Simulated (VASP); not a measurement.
# BN (F-43m) in VASP: a series of runs, part 2 of 2

VASP 6.6.1. Earlier steps stand in the parts before.

### Step 4. Single point, LDA (grid = ENCUT=350 dk=0.45 cell=3x3x3 ISMEAR=0 SIGMA=0.05 LREAL=Auto EDIFF=1e-06)

File INCAR:

```
SYSTEM = BN
  PREC = Accurate
  ENCUT = 350
  EDIFF = 1E-6
  ISMEAR = 0
  SIGMA = 0.05
  LREAL = Auto
  LASPH = .TRUE.
  NELM = 120
  ALGO = Fast
  ISIF = 2
  LWAVE = .FALSE.
  LCHARG = .FALSE.
  NBANDS = 126
  NCORE = 1
  KPAR = 2
```

File KPOINTS:

```
regular mesh
0
G
  3 3 3
  0 0 0
```

File POSCAR:

```
BN
1.0
    0.0000000000      5.4390030000      5.4390030000
    5.4390030000      0.0000000000      5.4390030000
    5.4390030000      5.4390030000      0.0000000000
N B
27 27
Direct
    0.0833333333      0.0833333333      0.0833333333
    0.0833333333      0.0833333333      0.4166666667
    0.0833333333      0.0833333333      0.7500000000
    0.0833333333      0.4166666667      0.0833333333
    0.0833333333      0.4166666667      0.4166666667
    0.0833333333      0.4166666667      0.7500000000
    0.0833333333      0.7500000000      0.0833333333
    0.0833333333      0.7500000000      0.4166666667
    0.0833333333      0.7500000000      0.7500000000
    0.4166666667      0.0833333333      0.0833333333
    0.4166666667      0.0833333333      0.4166666667
    0.4166666667      0.0833333333      0.7500000000
    0.4166666667      0.4166666667      0.0833333333
    0.4166666667      0.4166666667      0.4166666667
    0.4166666667      0.4166666667      0.7500000000
    0.4166666667      0.7500000000      0.0833333333
    0.4166666667      0.7500000000      0.4166666667
    0.4166666667      0.7500000000      0.7500000000
    0.7500000000      0.0833333333      0.0833333333
    0.7500000000      0.0833333333      0.4166666667
    0.7500000000      0.0833333333      0.7500000000
    0.7500000000      0.4166666667      0.0833333333
    0.7500000000      0.4166666667      0.4166666667
    0.7500000000      0.4166666667      0.7500000000
    0.7500000000      0.7500000000      0.0833333333
    0.7500000000      0.7500000000      0.4166666667
    0.7500000000      0.7500000000      0.7500000000
    0.0000000000      0.0000000000      0.0000000000
    0.0000000000      0.0000000000      0.3333333333
    0.0000000000      0.0000000000      0.6666666667
    0.0000000000      0.3333333333      0.0000000000
    0.0000000000      0.3333333333      0.3333333333
    0.0000000000      0.3333333333      0.6666666667
    0.0000000000      0.6666666667      0.0000000000
    0.0000000000      0.6666666667      0.3333333333
    0.0000000000      0.6666666667      0.6666666667
    0.3333333333      0.0000000000      0.0000000000
    0.3333333333      0.0000000000      0.3333333333
    0.3333333333      0.0000000000      0.6666666667
    0.3333333333      0.3333333333      0.0000000000
    0.3333333333      0.3333333333      0.3333333333
    0.3333333333      0.3333333333      0.6666666667
    0.3333333333      0.6666666667      0.0000000000
    0.3333333333      0.6666666667      0.3333333333
    0.3333333333      0.6666666667      0.6666666667
    0.6666666667      0.0000000000      0.0000000000
    0.6666666667      0.0000000000      0.3333333333
    0.6666666667      0.0000000000      0.6666666667
    0.6666666667      0.3333333333      0.0000000000
    0.6666666667      0.3333333333      0.3333333333
    0.6666666667      0.3333333333      0.6666666667
    0.6666666667      0.6666666667      0.0000000000
    0.6666666667      0.6666666667      0.3333333333
    0.6666666667      0.6666666667      0.6666666667
```

Potentials or basis: VASP PAW LDA potentials, release 64 (N, B).

Launch:

```console
$ cat potpaw_LDA.64/N/POTCAR potpaw_LDA.64/B/POTCAR > POTCAR
$ mpirun -np 4 vasp_std > vasp.out
```

OUTCAR:

```text
SYSTEM = BN
   PREC = Accurate
   ENCUT = 350
   EDIFF = 1E-6
   ISMEAR = 0
   LREAL = Auto
   LASPH = .TRUE.
   NELM = 120
   ISIF = 2

 Found      4 irreducible k-points:

 Following reciprocal coordinates:
            Coordinates               Weight
  0.000000  0.000000  0.000000      1.000000
  0.333333  0.000000  0.000000      8.000000
  0.333333  0.333333  0.000000      6.000000
 -0.333333  0.333333  0.000000     12.000000
   k-points           NKPTS =      4   k-points in BZ     NKDIM =      4   number of bands    NBANDS=    126
   number of dos      NEDOS =    301   number of ions     NIONS =     54
   total plane-waves  NPLWV = 110592
   dimension x,y,z NGX =    48 NGY =   48 NGZ =   48
   dimension x,y,z NGXF=    96 NGYF=   96 NGZF=   96
   ions per type =              27  27
   NGX,Y,Z   is equivalent  to a cutoff of  10.37, 10.37, 10.37 a.u.
   NGXF,Y,Z  is equivalent  to a cutoff of  20.75, 20.75, 20.75 a.u.
 SYSTEM =  BN
   PREC   = accura    normal or accurate (medium, high low for compatibility)
   ISTART =      0    job   : 0-new  1-cont  2-samecut
   ICHARG =      2    charge: 1-file 2-atom 10-const
   ISPIN  =      1    spin polarized calculation?
   LNONCOLLINEAR =      F non collinear calculations
   LSORBIT =      F    spin-orbit coupling
   LASPH  =      T    aspherical Exc in radial PAW
   ENCUT  =  350.0 eV  25.72 Ry    5.07 a.u.  11.73 11.73 11.73*2*pi/ulx,y,z
   NELM   =    120;   NELMIN=  2; NELMDL= -5     # of ELM steps
   EDIFF  = 0.1E-05   stopping-criterion for ELM
   LREAL  =      T    real-space projection
   EDIFFG = 0.1E-04   stopping-criterion for IOM
   NSW    =      0    number of steps for IOM
   IBRION =     -1    ionic relax: 0-MD 1-quasi-New 2-CG
   NFREE  =      0    steps in history (QN), initial steepest desc. (CG)
   ISIF   =      2    stress and relaxation
   ISYM   =      2    0-nonsym 1-usesym 2-fastsym
   POTIM  = 0.5000    time-step for ionic-motion
   TEBEG  =    0.0;   TEEND  =   0.0 temperature during run
   PSTRESS=    0.0 pullay stress
   NELECT =     216.0000    total number of electrons
   NUPDOWN=      -1.0000    fix difference up-down
   EMIN   =  10.00;   EMAX   =-10.00  energy-range for DOS
   EFERMI =   0.00;   METHOD = LEGACY
   ISMEAR =     0;   SIGMA  =   0.05  broadening in eV -4-tet -1-fermi 0-gaus
   EFERMI_NEDOS =   21; number of points for ismear=-14 and -15
   IALGO  =     68    algorithm
   IMIX   =      4    mixing-type and parameters
     AMIX     =   0.40;   BMIX     =  1.00
     AMIX_MAG =   1.60;   BMIX_MAG =  1.00
  volume/ion in A,a.u.               =       5.96        40.22
  Fermi-wavevector in a.u.,A,eV,Ry     =   1.433387  2.708709 27.954506  2.054598
  Thomas-Fermi vector in A             =   2.552911
   LORBIT       =      0    0 simple, 1 ext, 2 COOP (PROOUT), +10 PAW based schemes
   GGA     = CA    functional components
   LHFCALC =     F    Hartree Fock is set to
   AEXX    =    0.0000 exact exchange contribution
   IVDW    =     0    specifies the selected vdW correction
   LEPSILON=     F    determine dielectric tensor
   LRPA    =     F    only Hartree local field effects (RPA)
 non-spin polarized calculation
 RMM-DIIS sequential band-by-band and
 Gauss-broadening in eV      SIGMA  =   0.05
  energy-cutoff  :      350.00
  volume of cell :      321.80
 maximum number of plane-waves:      4813
   NGX = 23   NGY = 23   NGZ = 23

 number of electron     216.0000014 magnetization

 Free energy of the ion-electron system (eV)
  ---------------------------------------------------
  ext. energy  EPLUGINS =         0.00000000
  ---------------------------------------------------
  free energy    TOTEN  =      -523.25173165 eV

  energy without entropy =     -523.25173165  energy(sigma->0) =     -523.25173165

 E-fermi :   7.5798     XC(G=0): -13.0625

 val. band max:        7.2868840475   @ k =   0.0000   0.0000   0.0000
 cond. band min:      11.7564883618   @ k =   0.3333   0.3333   0.0000
 fundamental gap:      4.4696043143
 Fermi energy:         7.5798328085

 k-point     1 :       0.0000    0.0000    0.0000
  band No.  band energies     occupation
      1     -12.7094      2.00000
      2     -10.1822      2.00000
      3     -10.1822      2.00000
      4     -10.1822      2.00000
      5     -10.1822      2.00000
      6     -10.1822      2.00000
[... 112 lines left out ...]
    119      14.9642      0.00000
    120      14.9642      0.00000

 k-point     2 :       0.3333    0.0000    0.0000
  band No.  band energies     occupation
      1     -12.4115      2.00000
      2     -11.5377      2.00000
      3     -10.4293      2.00000
      4     -10.4293      2.00000
      5     -10.4293      2.00000
      6     -10.1462      2.00000
[... 112 lines left out ...]
    119      16.0344      0.00000
    120      16.0383      0.00000

 k-point     3 :       0.3333    0.3333    0.0000
  band No.  band energies     occupation
      1     -12.3126      2.00000
      2     -11.1517      2.00000
      3     -10.8803      2.00000
      4     -10.8803      2.00000
      5     -10.8803      2.00000
      6     -10.8803      2.00000
[... 112 lines left out ...]
    119      15.3755      0.00000
    120      15.4383      0.00000

 k-point     4 :      -0.3333    0.3333    0.0000
  band No.  band energies     occupation
      1     -11.9216      2.00000
      2     -11.6310      2.00000
      3     -11.6310      2.00000
      4     -10.7829      2.00000
      5     -10.7829      2.00000
      6      -9.7320      2.00000
[... 112 lines left out ...]
    119      15.5099      0.00000
    120      15.6517      0.00000
 [bands above 120 left out]

------------------------ aborting loop because EDIFF is reached ----------------------------------------

  FORCE on cell =-STRESS in cart. coord.  units (eV):
  Direction    XX          YY          ZZ          XY          YZ          ZX
  --------------------------------------------------------------------------------------
  -------------------------------------------------------------------------------------
  Total      -61.3967619    -61.3967619    -61.3967619      0.0000000      0.0000000      0.0000000
  in kB     -305.6807981   -305.6807981   -305.6807981      0.0000000      0.0000000      0.0000000
  external PRESSURE =    -305.6807981 kB  Pullay stress =       0.0000000 kB

 VOLUME and BASIS-vectors are now :
 -----------------------------------------------------------------------------
  energy-cutoff  :      350.00
  volume of cell :      321.80
      direct lattice vectors                 reciprocal lattice vectors
     0.000000000  5.439003000  5.439003000    -0.091928613  0.091928613  0.091928613
     5.439003000  0.000000000  5.439003000     0.091928613 -0.091928613  0.091928613
     5.439003000  5.439003000  0.000000000     0.091928613  0.091928613 -0.091928613

 POSITION                                       TOTAL-FORCE (eV/Angst)
 -----------------------------------------------------------------------------------
      0.90650      0.90650      0.90650         0.000000      0.000000      0.000000
      2.71950      2.71950      0.90650         0.000000      0.000000      0.000000
      4.53250      4.53250      0.90650         0.000000      0.000000      0.000000
      2.71950      0.90650      2.71950         0.000000      0.000000      0.000000
      4.53250      2.71950      2.71950         0.000000      0.000000      0.000000
      6.34550      4.53250      2.71950         0.000000      0.000000      0.000000
[... 46 lines left out ...]
      5.43900      5.43900      7.25200        -0.000000     -0.000000     -0.000000
      7.25200      7.25200      7.25200        -0.000000     -0.000000     -0.000000
 -----------------------------------------------------------------------------------
    total drift:                                0.000025      0.000025      0.000004

  FREE ENERGIE OF THE ION-ELECTRON SYSTEM (eV)
  ---------------------------------------------------
  free  energy   TOTEN  =      -523.2517316507 eV

  energy  without entropy=     -523.2517316507  energy(sigma->0) =     -523.25173165
```

It took 55 s on 4 MPI ranks of Intel Xeon Platinum 8488C (Sapphire Rapids), shared host; peak memory 0.24 GiB.

The run converged, but a check on its numbers failed (symmetry, net force, bounds or a known fault of this set-up), so they aren't taken as properties of the crystal.

Caveat: the cutoff lies under the usual one of these potentials, so the numbers hold a large basis-set error; a pressure of tens of GPa on the cell as given is suspect, and the run, the potentials or the cell itself is likely at fault; an odd mesh through Γ misses points on the zone boundary, where band edges often lie.
